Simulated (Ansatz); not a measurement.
# C: the cost of one run

Computed with Ansatz 0.2.0 (DFT PBEsol, scalar-relativistic, plane waves, PAW, unless a step's input says otherwise).

The COD entry's cell or inner coordinates are ideal or old and differ from later refinements, so a difference from it is no clean test against experiment.

2 further runs of the same task are left out: 2 set aside as unsound or not needed.

## (1) The structure to begin with

The structure is hexagonal, space group P6_3/mmc (No. 194). Conventional cell: a = 2.459 Å, b = 2.459 Å, c = 7.277 Å, α = 90.00°, β = 90.00°, γ = 120.00°. Around C (site symmetry -6m2) lie 3 C at 1.42 Å.

As a file:

```xyz
4
Lattice="2.4589 0.0000 0.0000 -1.2295 2.1295 0.0000 0.0000 0.0000 7.2765" Properties=species:S:1:pos:R:3 pbc="T T T"
C     0.0000    0.0000    0.0182
C     0.0000    0.0000    3.6565
C     0.0000    1.4197    0.0182
C     1.2295    0.7098    3.6565
```

This cell was relaxed beforehand with the same method: volume 9.53 Å³/atom, gap on the mesh none (metal).

## (2) Field gradients

Input file input.yaml:

```yaml
crystal:
  lattice:
    - [2.4589154345, 0.0, 0.0]
    - [-1.2294577173, 2.129483232, 0.0]
    - [0.0, 0.0, 7.2765474805]
  atoms:
    - { symbol: C, position: [0.0, 0.0, 0.0025] }
    - { symbol: C, position: [0.0, 0.0, 0.5025] }
    - { symbol: C, position: [0.3333333333, 0.6666666667, 0.0025] }
    - { symbol: C, position: [0.6666666667, 0.3333333333, 0.5025] }
basis:
  ecutwfc: 420
kpoints:
  mp_grid: { grid: [18, 18, 6] }
hamiltonian:
  xc: pbesol
scf:
  occupations: { method: fermi_dirac, width: 0.15 }
output:
  forces: true
  stress: true
  eigenvalues: true
  efg: {}
checkpoint:
  read: start.run
  write: ck
  compress: false
  write_wavefunctions: false
  write_every: 100000
```

The run is started by

```bash
ansatz run input.yaml --threads 1 --pin off --max-ram 3072MiB --backend cpu --events-out ev --progress --plain --runs-dir out
```

What time and memory should one allow on 1 thread of Intel Xeon Platinum 8259CL at 2.50GHz (Skylake/Cascade Lake), shared host?

About 4.5 s, with a peak of 0.39 GiB.
